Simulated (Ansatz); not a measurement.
# MgS: the cost of one run

Program: Ansatz 0.2.0. Level of theory: DFT PBE, scalar-relativistic, plane waves, PAW. These are calculated values, not measurements.

### 1 The structure to begin with

Symmetry: P4_2/mnm, No. 136, tetragonal system. Conventional cell: a = 6.618 Å, b = 6.618 Å, c = 3.909 Å, α = 90.00°, β = 90.00°, γ = 90.00°. Mg (site symmetry m2m) has 4 S at 2.33 to 2.41 Å as nearest neighbours. S (site symmetry m2m) has 4 Mg at 2.33 to 2.41 Å as nearest neighbours.

Coordinates:

```cif
data_structure
_symmetry_space_group_name_H-M 'P 1'
_symmetry_Int_Tables_number 1
_cell_length_a 6.6178
_cell_length_b 6.6178
_cell_length_c 3.9086
_cell_angle_alpha 90.000
_cell_angle_beta 90.000
_cell_angle_gamma 90.000
_cell_volume 171.18
loop_
_atom_site_label
_atom_site_type_symbol
_atom_site_fract_x
_atom_site_fract_y
_atom_site_fract_z
_atom_site_occupancy
Mg1 Mg 0.68236 0.68236 0.00000 1
Mg2 Mg 0.81764 0.18236 0.50000 1
Mg3 Mg 0.31764 0.31764 0.00000 1
Mg4 Mg 0.18236 0.81764 0.50000 1
S1 S 0.81764 0.81764 0.50000 1
S2 S 0.68236 0.31764 0.00000 1
S3 S 0.18236 0.18236 0.50000 1
S4 S 0.31764 0.68236 0.00000 1
```

The cell is invented: 4-connected net, two elements alternating (P4_2/mnm, No. 136). Lengths come from tabulated atomic sizes and are only a guess.

### 2 The guess as it stands, on a coarse mesh

input.yaml reads:

```yaml
crystal:
  lattice:
    - [6.61776635, 0.0, 0.0]
    - [0.0, 6.61776635, 0.0]
    - [0.0, 0.0, 3.90857509]
  atoms:
    - { symbol: Mg, position: [0.68236281, 0.68236281, 0.0] }
    - { symbol: Mg, position: [0.81763719, 0.18236281, 0.5] }
    - { symbol: Mg, position: [0.31763719, 0.31763719, 0.0] }
    - { symbol: Mg, position: [0.18236281, 0.81763719, 0.5] }
    - { symbol: S, position: [0.81763719, 0.81763719, 0.5] }
    - { symbol: S, position: [0.68236281, 0.31763719, 0.0] }
    - { symbol: S, position: [0.18236281, 0.18236281, 0.5] }
    - { symbol: S, position: [0.31763719, 0.68236281, 0.0] }
basis:
  ecutwfc: 420
kpoints:
  mp_grid: { grid: [4, 4, 4] }
hamiltonian:
  xc: pbe
scf:
  occupations: { method: gaussian, width: 0.1 }
  lower_state_search: "off"
output:
  forces: true
  stress: true
  eigenvalues: true
```

Run with:

```
$ ansatz run input.yaml --threads 1 --pin off --max-ram 2560MiB --backend cpu --events-out ev --progress --plain --runs-dir out
```

Q: Estimate wall time and peak memory on 1 thread of AMD EPYC 9R14 (Zen 4), shared host.

About 3.3 s, with a peak of 0.46 GiB.
